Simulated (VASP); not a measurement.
Here is a VASP 6.6.1 calculation.

INCAR

```
  PREC = Accurate
  ENCUT = 520
  EDIFF = 1E-6
  ISMEAR = -5
  SIGMA = 0.05
  LREAL = False
  LASPH = True
  NELM = 100
  ALGO = Normal
  ISIF = 2
  LWAVE = False
  LCHARG = False
  GGA = BO
  LUSE_VDW = True
  AGGAC = 0.0
  PARAM1 = 0.1833333333
  PARAM2 = 0.22
  IBRION = 2
  NSW = 40
  EDIFFG = -0.01
```

File KPOINTS:

```
regular mesh
0
Gamma
  8 8 8
```

Contents of POSCAR:

```
Sb
1.0
    2.1250856202      1.2269187549      3.7072099901
   -2.1250856202      1.2269187549      3.7072099901
    0.0000000000     -2.4538375098      3.7072099901
Sb
2
Selective dynamics
Direct
    0.7665100000      0.7665100000      0.7665100000  F F F
    0.2334900000      0.2334900000      0.2334900000  T T T
```

Potentials or basis: VASP PAW PBE potentials, release 64 (Sb).

Command:

```sh
$ cat potpaw_PBE.64/Sb/POTCAR > POTCAR
$ mpirun -np 1 vasp_std > vasp.out
```

Question: Predict the energy gained by relaxing.

Answer: 8.5 meV/atom.

Question: What does it give for the band gap on the k mesh?

Answer: None (metal or under the smearing width).

Step by step:
| step | energy change (eV) | largest force (eV/Å) | pressure (GPa) |
| --- | --- | --- | --- |
| 1 | 0.0000 | 0.4392 | 6.20 |
| 2 | -0.0081 | 0.3073 | 5.87 |
| 3 | -0.0146 | 0.1476 | 5.47 |
| 4 | -0.0158 | 0.1343 | 4.75 |
| 5 | -0.0170 | 0.0065 | 5.07 |

Caveat: the PAW data sets were made with another functional, which shifts forces and pressure a little; tetrahedron occupations give inexact forces and stress in metals. The run has no spin-orbit coupling, so splittings on Sb are missing.
